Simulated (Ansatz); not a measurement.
# HfC (WC type): equation of state

How stiff is HfC (WC type)? Energies and pressures are computed at volumes on both sides of the relaxed cell and fitted. The start comes from a prototype table, not from a measured structure.

Computed with Ansatz 0.2.0 (DFT r²SCAN, scalar-relativistic, plane waves, PAW, unless a step's input says otherwise).

1 further run of the same task is left out (it didn't finish). Runs told in other sessions of the task aren't counted.

## (1) The structure to begin with

It takes space group P-6m2 (No. 187, hexagonal). Conventional cell: a = 3.228 Å, b = 3.228 Å, c = 2.899 Å, α = 90.00°, β = 90.00°, γ = 120.00°. Hf (site symmetry -6m2) has 6 C at 2.36 Å in its first shell of neighbours. Around C (site symmetry -6m2) lie 6 Hf at 2.36 Å.

As a file:

```xyz
2
Lattice="3.2283 0.0000 0.0000 -1.6142 2.7958 0.0000 0.0000 0.0000 2.8990" Properties=species:S:1:pos:R:3 pbc="T T T"
Hf    0.0000    0.0000    0.0000
C     1.6142    0.9319    1.4495
```

An earlier run at r²SCAN left this cell at 13.083 Å³/atom and -0.01 GPa (12×12×12 mesh).

Volume factors to run: 0.980, 1.020, 0.960, 1.040, 1.070.

## (2) Volume × 0.980

The input, input.yaml:

```yaml
crystal:
  lattice:
    - [3.2066807294, 0.0, 0.0]
    - [-1.6033403647, 2.7770669735, 0.0]
    - [0.0, 0.0, 2.8795499059]
  atoms:
    - { symbol: Hf, position: [0.0, 0.0, 0.0] }
    - { symbol: C, position: [0.6666666667, 0.3333333333, 0.5] }
basis:
  ecutwfc: 500
  ecutrho_ratio: 4
kpoints:
  mp_grid: { grid: [12, 12, 12] }
hamiltonian:
  xc: r2scan
scf:
  occupations: { method: gaussian, width: 0.05 }
output:
  forces: true
  stress: true
  eigenvalues: true
relax:
  f_tol: 0.01
  max_steps: 40
  cell: { stress_tol: 0.1, fix: [volume] }
```

Run with:

```
ansatz run input.yaml --threads 2 --pin off --max-ram 2662MiB --backend cpu --events-out ev --progress --plain --runs-dir out
```

After this run come: Scaling the volume by 1.020; Volume × 0.960; At 1.040 of the relaxed volume; At 1.070 of the relaxed volume.

What does the calculation give? Wanted: V0; B0; B0′; scatter of the fit.

The runs gave:

| quantity | value |
| --- | --- |
| V0 | 13.083 Å³/atom |
| B0 | 210 GPa |
| B0′ | 3.9 |
| scatter of the fit | 0.004 meV/atom |

In words: The fitted minimum lies at 13.08 Å³/atom, and the bulk modulus is 210 GPa, a stiff solid. One per cent of compression takes about 2.1 GPa. These are values at 0 K without zero-point motion. Spin–orbit coupling is left out, though the cell holds Hf; in elements this heavy it can shift levels and gaps by tenths of an eV.
